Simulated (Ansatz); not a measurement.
Which way does KCl + LiF ⇌ KF + LiCl run?

Plane-wave DFT in Ansatz with scalar-relativistic PAW potentials, cutoff 500 eV, Γ-centred meshes chosen by cell and gap, Gaussian smearing with energies taken to zero width. Every cell was relaxed (cell and atoms) in a run of its own, within the symmetry of its start. Functional: r2SCAN.

Total energies hold large constants for each element; a whole number of eV per atom of each element is taken off below, which cancels in a balanced reaction.

```tsv
compound	lowest structure computed	structures tried	V (Å³/atom)	gap on mesh (eV)	E (eV per formula unit, common shift removed)
KCl	Fm-3m	1	31.09	5.83	-4.4731
LiF	Fm-3m	1	7.94	10.33	-6.3319
KF	Fm-3m	1	18.79	6.91	-6.1917
LiCl	Fm-3m	2	16.70	7.29	-3.7931
```

Question: Work out the reaction energy at 0 K.

Answer: ΔE = E(KF) + E(LiCl) − E(KCl) − E(LiF) = 0.820 eV, or 79 kJ per mole of reaction (205 meV/atom). The left side is lower: K takes Cl and Li takes F. Pauling's electronegativities (K 0.82, Li 0.98; Cl 3.16, F 3.98) would pair K with F, the most ionic bond; the result goes the other way, so matching of sizes, lattice energies or covalent bonding outweigh it. The smaller cation ends with the smaller anion, the pairing that gives the greater sum of ionic lattice energies, which go as 1/(r₊ + r₋). All four are computed as solids; where they are solids at ordinary conditions entropy changes little. A lower structure that wasn't tried would shift the value, and mixed crystals may lie lower than either side.